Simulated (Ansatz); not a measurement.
# Al3Ni: the cost of one run

Method: DFT PBE, scalar-relativistic, plane waves, PAW, in Ansatz 0.2.0.

### Step 1. The system as given

The structure is hexagonal, space group P-6m2 (No. 187). The conventional cell has a = 2.703 Å, b = 2.703 Å, c = 8.994 Å, α = 90.00°, β = 90.00°, γ = 120.00°. Al (site symmetry -6m2) is surrounded by 12 Al at 2.70 to 2.74 Å. Al (site symmetry 3m) is surrounded by 9 Al at 2.70 to 2.74 Å and 3 Ni at 2.74 Å. Ni (site symmetry -6m2) is surrounded by 6 Ni at 2.70 Å and 6 Al at 2.74 Å.

As a file:

```
Al Ni
1.0
     2.70301    0.00000    0.00000
    -1.35150    2.34087    0.00000
     0.00000    0.00000    8.99406
Al Ni
3 1
Cartesian
  0.0000 1.5606 0.0000
  1.3515 0.7803 2.2485
  1.3515 0.7803 6.7455
  0.0000 1.5606 4.4970
```

The start is an ordering of an alloy on its end members' structure types: elements ordered on the sites of the Ni type, Ni/Al on Ni (P-6m2, No. 187).

### Step 2. A first look at the guess

The input, input.yaml:

```yaml
crystal:
  lattice:
    - [2.70300913, 0.0, 0.0]
    - [-1.35150457, 2.34087457, 0.0]
    - [0.0, 0.0, 8.99406369]
  atoms:
    - { symbol: Al, position: [0.33333333, 0.66666667, 0.0] }
    - { symbol: Al, position: [0.66666667, 0.33333333, 0.25] }
    - { symbol: Al, position: [0.66666667, 0.33333333, 0.75] }
    - { symbol: Ni, position: [0.33333333, 0.66666667, 0.5], spin: 2.0 }
basis:
  ecutwfc: 420
kpoints:
  mp_grid: { grid: [6, 6, 2] }
hamiltonian:
  xc: pbe
scf:
  occupations: { method: gaussian, width: 0.1 }
  lower_state_search: "off"
output:
  forces: true
  stress: true
  eigenvalues: true
  populations: true
magnetization:
  spin_polarized: true
```

Launch:

```bash
ansatz run input.yaml --threads 1 --pin off --max-ram 2560MiB --backend cpu --events-out ev --progress --plain --runs-dir out
```

What time and memory should one allow on 1 thread of Arm Neoverse V2, shared host?

About 5.5 s, with a peak of 0.31 GiB.
